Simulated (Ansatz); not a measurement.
PbSe (Clausthalite):

```
Pb Se
1.0
     0.00000    3.06065    3.06065
     3.06065    0.00000    3.06065
     3.06065    3.06065    0.00000
Pb Se
1 1
Direct
  0.00000 0.00000 0.00000
  0.50000 0.50000 0.50000
```

Base run:

```yaml
Program: Ansatz 0.2.0
Functional: r2SCAN
Potentials_or_basis: Ansatz PAW
Cutoff: "500 eV (not typed: the program's choice for these potentials)"
k_mesh: 8 × 8 × 8
Occupations: fermi-dirac, width 0.05 eV
Spin: no spin polarisation
```

Its results: band gap on the k mesh 0.57 eV, direct; pressure 1.5 GPa.

Problem. After a change of settings the same cell gave: band gap on the k mesh 0.41 eV, direct; pressure 5.9 GPa. Which change was it?
A. functional from r2SCAN to BLYP; cutoff from 500 eV (not typed: the program's choice for these potentials) to 420 eV (not typed: the program's choice for these potentials)
B. k mesh from 8 × 8 × 8 to 6 × 6 × 6; spin from no spin polarisation to spin-orbit coupling, no magnetisation; potential files from those of the base run to others of the same set
C. functional from r2SCAN to HSEsol; cutoff from 500 eV (not typed: the program's choice for these potentials) to 420 eV (not typed: the program's choice for these potentials); k mesh from 8 × 8 × 8 to 4 × 4 × 4

Solution. A.

r2SCAN gives the wider gap, since meta-GGAs in the generalised Kohn-Sham scheme recover part of the derivative discontinuity.

Caveats: spin-orbit coupling is left out, which as a rule narrows the gap of such compounds by several tenths of an eV; the PAW data sets come from PBE, with cores solved anew for the run's functional, which leaves a small shift of forces and pressure.

Runs at the PBE level aren't shown here.
